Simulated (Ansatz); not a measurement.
## ZnCu2SnS4: band structure with PBE

The system is ZnCu2SnS4.

```xyz
8
Lattice="-2.7171 2.7171 5.4248 2.7171 -2.7171 5.4248 2.7171 2.7171 -5.4248" Properties=species:S:1:pos:R:3 pbc="T T T"
Sn    0.0000    0.0000    5.4248
Zn    2.7171    0.0000    2.7124
Cu    0.0000    2.7171    2.7124
Cu    0.0000    0.0000    0.0000
S     1.3944    1.3922    4.0338
S    -1.3922    1.3944    6.8158
S     1.3227    1.3249   -1.3910
S     4.1093    1.3227    1.3910
```

```
Program             : Ansatz 0.2.0
Task                : band structure
Functional          : PBE
Potentials or basis : all-electron LAPW, scalar-relativistic
Cutoff              : 260 eV (chosen from the basis error)
Basis error allowed : 0.002 eV/atom
k mesh              : 7 × 7 × 7
Occupations         : fermi-dirac, width 0.05 eV
Spin                : no spin polarisation
```

```json
{
  "Pressure": "2.1 GPa",
  "Largest force": "0.614 eV/Å",
  "Band gap on the k mesh": "0.29 eV, direct",
  "Band gap along the path": "0.29 eV, direct"
}
```

Forces on the atoms (eV/Å):
```
Sn   0.000  0.000  0.000
Zn   0.000  0.000  0.000
Cu   0.000  0.000  0.000
Cu   0.000  0.000  0.000
S    0.161  0.556 -0.204
S   -0.556  0.161  0.204
S   -0.161 -0.556 -0.204
S    0.556 -0.161  0.204
```

Stress tensor (GPa, compression positive):
```
2.11 0.00 0.00
0.00 2.11 0.00
0.00 0.00 2.01
```

Levels at the corners of the path, in eV from the valence-band top:
```csv
point,band 66,band 67,band 68,band 69,band 70,band 71
Γ,-0.08,-0.08,0.00,0.29,2.03,2.90
X,-0.65,-0.47,-0.40,0.83,2.32,3.17
Y,-0.69,-0.63,-0.56,1.05,2.52,3.58
S,-1.02,-0.65,-0.52,1.68,2.49,3.15
Γ,-0.08,-0.08,0.00,0.29,2.03,2.90
Z,-1.01,-0.81,-0.81,1.51,2.07,2.07
S1,-1.02,-0.65,-0.52,1.68,2.49,3.15
N,-1.04,-0.98,-0.47,1.76,3.18,3.30
```

Wall time 86 s on 4 threads of Intel(R) Xeon(R) 6975P-C (Granite Rapids), on a shared host, peak memory 1.4 GiB.

Caveat: spin-orbit coupling is left out, which moves the levels of the heavy elements.
